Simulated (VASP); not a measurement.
The system is MoP.

```
Mo P
1.0
     3.22300    0.00000    0.00000
    -1.61150    2.79120    0.00000
     0.00000    0.00000    3.19100
Mo P
1 1
Direct
  0.00000 0.00000 0.00000
  0.33333 0.66667 0.50000
```

* Program: VASP 6.6.1
* Task: relaxation of cell and atoms
* Functional: PBEsol
* Potentials or basis: VASP PAW PBE potentials, release 64 (Mo_sv, P)
* Cutoff: 600 eV
* k mesh: 15 × 15 × 11
* Occupations: methfessel-paxton, width 0.1 eV
* Spin: no spin polarisation

At the start: pressure -3.5 GPa; volume 14.35 Å³/atom.

Question: Where does the relaxation end?

Answer: Over 3 steps the energy falls by 2.3 meV/atom and the volume is 14.15 Å³/atom (-1.4 %); space group P-6m2 (No. 187, to 0.05 Å).

Step by step:
```
step  energy change (eV)  largest force (eV/Å)  pressure (GPa)  volume (Å³)
   1              0.0000                0.0000           -3.45        28.71
   2              0.0171                0.0000            8.10        27.44
   3             -0.0046                0.0000           -0.04        28.30
```

Final structure:
```xyz
2
Lattice="3.2094 0.0000 0.0000 -1.6047 2.7795 0.0000 0.0000 0.0000 3.1725" Properties=species:S:1:pos:R:3 pbc="T T T"
Mo    0.0000    0.0000    0.0000
P     0.0000    1.8530    1.5862
```

Caveat: the PAW data sets were made with another functional, which shifts forces and pressure a little.
